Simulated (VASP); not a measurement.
# ZnO (zincite) (P6_3mc) in VASP: further runs

The runs below take ZnO (zincite) through single point, with PBE+D4.

Everything below comes from runs of VASP 6.6.1. Logs are shortened: lines on timing, memory, paths and dates and some standing lists are left out, and cuts for length are marked.

**Experimental background.**

“Electronic structure of alkaline earth and post-transition metal oxides”, 2009, arxiv:0908.1581 quotes, for a bulk crystal of ZnO: band gap 3.37 eV.

The results are compared with them further down.

**1. The structure**

Symmetry: P6_3mc, No. 186, hexagonal system. Conventional cell: a = 3.249 Å, b = 3.249 Å, c = 5.206 Å, α = 90.00°, β = 90.00°, γ = 120.00°. Around Zn (site symmetry 3m) lie 4 O at 1.97 to 1.98 Å. O (site symmetry 3m) is surrounded by 4 Zn at 1.97 to 1.98 Å.

**2. Single point, PBE+D4**

The input, INCAR:

```
  ALGO = Normal
  EDIFF = 1E-6
  ENCUT = 520
  GGA = PE
  ISIF = 2
  ISMEAR = 0
  IVDW = 13
  LASPH = True
  LCHARG = False
  LREAL = False
  LWAVE = False
  NBANDS = 26
  NELM = 100
  PREC = Accurate
  SIGMA = 0.01
```

The input, KPOINTS:

```
k-points
0
Gamma
  6 6 4
```

The input, POSCAR:

```
ZnO
1.0
    3.2493080000      0.0000000000      0.0000000000
   -1.6246540000      2.8139832700      0.0000000000
    0.0000000000      0.0000000000      5.2057090000
Zn O
2 2
Direct
    0.3333333333      0.6666666667      0.5000000000
    0.6666666667      0.3333333333      0.0000000000
    0.6666666667      0.3333333333      0.3790100000
    0.3333333333      0.6666666667      0.8790100000
```

Potentials or basis: VASP PAW PBE potentials, release 64 (Zn, O).

The run is started by

```console
cat potpaw_PBE.64/Zn/POTCAR potpaw_PBE.64/O/POTCAR > POTCAR
mpirun -np 1 vasp_std > vasp.out
```

OUTCAR:

```text
EDIFF = 1E-6
   ENCUT = 520
   GGA = PE
   ISIF = 2
   ISMEAR = 0
   IVDW = 13
   LASPH = True
   LREAL = False
   NELM = 100
   PREC = Accurate

 ion  position               nearest neighbor table
   1  0.333  0.667  0.500-   4 1.97   3 1.98   3 1.98   3 1.98
   2  0.667  0.333  0.000-   3 1.97   4 1.98   4 1.98   4 1.98
   3  0.667  0.333  0.379-   2 1.97   1 1.98   1 1.98   1 1.98
   4  0.333  0.667  0.879-   1 1.97   2 1.98   2 1.98   2 1.98

  LATTYP: Found a hexagonal cell.
 ALAT       =     3.2493080000
 C/A-ratio  =     1.6020977390

  Lattice vectors:

 A1 = (   3.2493080000,   0.0000000000,   0.0000000000)
 A2 = (  -1.6246540000,   2.8139832700,   0.0000000000)
 A3 = (   0.0000000000,   0.0000000000,   5.2057090000)

Analysis of symmetry for initial positions (statically):
=====================================================================
 Subroutine PRICEL returns:
 Original cell was already a primitive cell.

 Routine SETGRP: Setting up the symmetry group for a
 hexagonal supercell.

 Subroutine GETGRP returns: Found 12 space group operations
 (whereof  6 operations were pure point group operations)
 out of a pool of 24 trial point group operations.

The static configuration has the point symmetry C_3v.
 The point group associated with its full space group is C_6v.

Analysis of symmetry for dynamics (positions and initial velocities):
=====================================================================
 Subroutine PRICEL returns:
 Original cell was already a primitive cell.

 Routine SETGRP: Setting up the symmetry group for a
 hexagonal supercell.

 Subroutine GETGRP returns: Found 12 space group operations
 (whereof  6 operations were pure point group operations)
 out of a pool of 24 trial point group operations.

The dynamic configuration has the point symmetry C_3v.
 The point group associated with its full space group is C_6v.

 Subroutine INISYM returns: Found 12 space group operations
 (whereof  6 operations are pure point group operations),
 and found     1 'primitive' translations

----------------------------------------------------------------------------------------

                                     Primitive cell

  volume of cell :      47.5984

[... 78 lines left out ...]
 SYSTEM =  unknown system
   PREC   = accura    normal or accurate (medium, high low for compatibility)
   ISTART =      0    job   : 0-new  1-cont  2-samecut
   ICHARG =      2    charge: 1-file 2-atom 10-const
   ISPIN  =      1    spin polarized calculation?
   LNONCOLLINEAR =      F non collinear calculations
   LSORBIT =      F    spin-orbit coupling
   LASPH  =      T    aspherical Exc in radial PAW
   ENCUT  =  520.0 eV  38.22 Ry    6.18 a.u.   6.04  6.04  9.68*2*pi/ulx,y,z
   NELM   =    100;   NELMIN=  2; NELMDL= -5     # of ELM steps
   EDIFF  = 0.1E-05   stopping-criterion for ELM
[... 8 lines left out ...]
   TEBEG  =    0.0;   TEEND  =   0.0 temperature during run
   PSTRESS=    0.0 pullay stress
   NELECT =      36.0000    total number of electrons
   NUPDOWN=      -1.0000    fix difference up-down
   EMIN   =  10.00;   EMAX   =-10.00  energy-range for DOS
   EFERMI =   0.00;   METHOD = LEGACY
   ISMEAR =     0;   SIGMA  =   0.01  broadening in eV -4-tet -1-fermi 0-gaus
   EFERMI_NEDOS =   21; number of points for ismear=-14 and -15
   IALGO  =     38    algorithm
   IMIX   =      4    mixing-type and parameters
     AMIX     =   0.40;   BMIX     =  1.00
     AMIX_MAG =   1.60;   BMIX_MAG =  1.00
  volume/ion in A,a.u.               =      11.90        80.30
  Fermi-wavevector in a.u.,A,eV,Ry     =   1.491574  2.818667 30.270160  2.224794
  Thomas-Fermi vector in A             =   2.604212
   LORBIT       =      0    0 simple, 1 ext, 2 COOP (PROOUT), +10 PAW based schemes
   GGA     = PE    functional components
   LHFCALC =     F    Hartree Fock is set to
   AEXX    =    0.0000 exact exchange contribution
   IVDW    =    13    specifies the selected vdW correction
   LEPSILON=     F    determine dielectric tensor
   LRPA    =     F    only Hartree local field effects (RPA)
 non-spin polarized calculation
 Gauss-broadening in eV      SIGMA  =   0.01
  energy-cutoff  :      520.00
  volume of cell :       47.60
 maximum number of plane-waves:      1302
   NGX = 13   NGY = 13   NGZ = 19

 number of electron      36.0000017 magnetization

 Free energy of the ion-electron system (eV)
  ---------------------------------------------------
  ext. energy  EPLUGINS =         0.00000000
  ---------------------------------------------------
  free energy    TOTEN  =       -17.82012169 eV

  energy without entropy =      -17.82012169  energy(sigma->0) =      -17.82012169

 E-fermi :   1.3000     XC(G=0): -10.9108

 val. band max:        1.2028595152   @ k =   0.0000   0.0000   0.0000
 cond. band min:       1.9917368781   @ k =   0.0000   0.0000   0.0000
 fundamental gap:      0.7888773629
 Fermi energy:         1.3000041999

 k-point     1 :       0.0000    0.0000    0.0000
  band No.  band energies     occupation
      1     -16.8857      2.00000
      2     -16.1543      2.00000
      3      -4.4858      2.00000
      4      -4.4858      2.00000
      5      -4.4465      2.00000
      6      -4.4251      2.00000
[... 598 lines left out ...]
     25      16.9429      0.00000
     26      16.9429      0.00000

------------------------ aborting loop because EDIFF is reached ----------------------------------------

  DFT-D4 for vdW energy calculation

  Edisp (eV):   -0.95436

  FORCE on cell =-STRESS in cart. coord.  units (eV):
  Direction    XX          YY          ZZ          XY          YZ          ZX
  --------------------------------------------------------------------------------------
  -------------------------------------------------------------------------------------
  Total       0.57923     0.57923     1.10956     0.00000     0.00000     0.00000
  in kB      19.49718    19.49718    37.34821     0.00000     0.00000     0.00000
  external pressure =       25.45 kB  Pullay stress =        0.00 kB

 VOLUME and BASIS-vectors are now :
 -----------------------------------------------------------------------------
  energy-cutoff  :      520.00
  volume of cell :       47.60
      direct lattice vectors                 reciprocal lattice vectors
     3.249308000  0.000000000  0.000000000     0.307757836  0.177684070  0.000000000
    -1.624654000  2.813983270  0.000000000     0.000000000  0.355368140  0.000000000
     0.000000000  0.000000000  5.205709000     0.000000000  0.000000000  0.192096792

 POSITION                                       TOTAL-FORCE (eV/Angst)
 -----------------------------------------------------------------------------------
     -0.00000      1.87599      2.60285        -0.000000      0.000000     -0.071219
      1.62465      0.93799      0.00000         0.000000      0.000000     -0.071219
      1.62465      0.93799      1.97302        -0.000000     -0.000000      0.071219
     -0.00000      1.87599      4.57587         0.000000      0.000000      0.071219
 -----------------------------------------------------------------------------------
    total drift:                               -0.000000     -0.000000     -0.000204

  FREE ENERGIE OF THE ION-ELECTRON SYSTEM (eV)
  ---------------------------------------------------
  free  energy   TOTEN  =       -18.7744782988 eV

  energy  without entropy=      -18.7744782988  energy(sigma->0) =      -18.77447830
```

stdout:

```text
POSCAR found type information on POSCAR ZnO
 POSCAR found :  2 types and       4 ions
 scaLAPACK will be used
 LDA part: xc-table for (Slater+PW92), standard interpolation
 POSCAR, INCAR and KPOINTS ok, starting setup
 FFT: planning ... GRIDC
 FFT: planning ... GRID_SOFT
 FFT: planning ... GRID
 WAVECAR not read
 entering main loop
```

Wall time 14 s (1 thread of Intel Xeon Platinum 8488C (Sapphire Rapids), shared host); peak memory 0.17 GiB.

Results:

```yaml
Free_energy: -18.7745 eV
Pressure: 2.5 GPa
Largest_force: 0.071 eV/Å
Band_gap_on_the_k_mesh: 0.79 eV, direct
Dispersion_energy_per_atom: -0.239 eV
```

Forces on the atoms (eV/Å):
```
Zn   0.000  0.000 -0.071
Zn   0.000  0.000 -0.071
O    0.000  0.000  0.071
O    0.000  0.000  0.071
```

Levels at points of the mesh, in eV from the valence-band top:
| k point | band 16 | band 17 | band 18 | band 19 | band 20 | band 21 |
| --- | --- | --- | --- | --- | --- | --- |
| (0.00, 0.00, 0.00) | -0.07 | 0.00 | 0.00 | 0.79 | 5.21 | 8.26 |
| (0.50, 0.00, 0.00) | -2.28 | -1.28 | -0.83 | 5.77 | 6.86 | 7.62 |
| (0.00, 0.00, 0.50) | -0.40 | -0.40 | -0.40 | 3.46 | 3.46 | 10.12 |
| (0.50, 0.00, 0.50) | -1.51 | -1.35 | -1.35 | 5.72 | 5.72 | 8.42 |

**3. Single point, PBE+D4**

The input, INCAR:

```
SYSTEM = ZnO
PREC     = Accurate       ! precision mode
ENCUT    = 520            ! plane-wave cutoff, eV
EDIFF    = 1E-7           ! SCF threshold, eV
ISMEAR   = 0              ! smearing method
SIGMA    = 0.01           ! smearing width, eV
LREAL    = .FALSE.        ! projectors in reciprocal space
LASPH    = .TRUE.         ! aspherical terms in the spheres
NELM     = 100            ! most SCF steps
ALGO     = Fast           ! electronic algorithm
ISIF     = 2              ! what is computed and relaxed
LWAVE    = .FALSE.        ! write WAVECAR
LCHARG   = .FALSE.        ! write CHGCAR
GGA      = PE             ! functional
IVDW     = 13             ! dispersion correction
NBANDS   = 26             ! bands
```

The input, KPOINTS:

```
Automatic mesh
0
G
  6 6 4
  0 0 0
```

POSCAR is that of step 2.

Potentials or basis: VASP PAW PBE potentials, release 64 (Zn, O).

The run is started by

```console
cat potpaw_PBE.64/Zn/POTCAR potpaw_PBE.64/O/POTCAR > POTCAR
mpirun -np 1 vasp_std > vasp.out
```

Run time: 16 s. Hardware: 1 thread of Intel Xeon Platinum 8488C (Sapphire Rapids), shared host; peak memory 0.16 GiB.

It converged, with:

```yaml
Free_energy: -18.7745 eV
Pressure: 2.5 GPa
Largest_force: 0.071 eV/Å
Band_gap_on_the_k_mesh: 0.79 eV, direct
Dispersion_energy_per_atom: -0.239 eV
```

Forces in eV/Å, atoms in the order of the input:
```
Zn   0.000  0.000 -0.071
Zn   0.000  0.000 -0.071
O    0.000  0.000  0.071
O    0.000  0.000  0.071
```

Stress tensor (GPa, compression positive):
```
1.91 0.00 0.00
0.00 1.91 0.00
0.00 0.00 3.70
```

Levels at points of the mesh, in eV from the valence-band top:
| k point | band 14 | band 15 | band 16 | band 17 | band 18 | band 19 | band 20 | band 21 | band 22 | band 23 |
| --- | --- | --- | --- | --- | --- | --- | --- | --- | --- | --- |
| (0.00, 0.00, 0.00) | -0.81 | -0.81 | -0.07 | 0.00 | 0.00 | 0.79 | 5.21 | 8.26 | 12.85 | 12.85 |
| (0.50, 0.00, 0.00) | -3.53 | -2.82 | -2.28 | -1.28 | -0.83 | 5.77 | 6.86 | 7.62 | 8.48 | 10.65 |
| (0.00, 0.00, 0.50) | -2.23 | -0.40 | -0.40 | -0.40 | -0.40 | 3.46 | 3.46 | 10.12 | 10.12 | 13.14 |
| (0.50, 0.00, 0.50) | -3.74 | -1.51 | -1.51 | -1.35 | -1.35 | 5.72 | 5.72 | 8.42 | 8.42 | 11.32 |

**4. Comparison with measurements**

Step 2. Against the measured gap of ZnO, 3.37 eV (quoted in “Electronic structure of alkaline earth and post-transition metal oxides”, 2009, arxiv:0908.1581), the calculated 0.79 eV is off by -2.58 eV. So large a miss can be the level of theory's own, or it may mean another phase, state or a wrong row. The value is that of PBE+D4, without temperature or zero-point motion. Semilocal functionals fall short of measured gaps as a rule.

Step 3. A measured gap of ZnO is 3.37 eV (quoted in “Electronic structure of alkaline earth and post-transition metal oxides”, 2009, arxiv:0908.1581); the calculated 0.79 eV misses it by -2.58 eV. So large a miss can be the level of theory's own, or it may mean another phase, state or a wrong row. The value is that of PBE+D4, without temperature or zero-point motion. Semilocal functionals fall short of measured gaps as a rule.
